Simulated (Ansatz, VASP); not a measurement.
**One calculation of NaCl, two programs**

```
Na Cl
1.0
     0.00000    2.84709    2.84709
     2.84709    0.00000    2.84709
     2.84709    2.84709    0.00000
Na Cl
1 1
Direct
  0.00000 0.00000 0.00000
  0.50000 0.50000 0.50000
```

Alike in both runs: task single point; functional PBE; k mesh 6 × 6 × 6; no spin polarisation.

|  | VASP | Ansatz |
| --- | --- | --- |
| version | VASP 6.6.1 | Ansatz 0.2.0 |
| potentials or method | VASP PAW PBE potentials, release 64 (Na_pv, Cl) | plane waves, PAW |
| plane-wave cutoff (eV) | 520 | 420 |
| occupations | gaussian, width 0.01 eV | fixed |
| valence electrons in the cell | 14 | 16 |

|  | VASP | Ansatz | Ansatz less VASP |
| --- | --- | --- | --- |
| gap on the k mesh at the Fermi level (eV) | 5.00 | 5.00 | 0.000 |
| pressure (GPa) | 0.0 | 0.0 | +0.03 |

The two sets of potentials don't hold the same shells in valence.
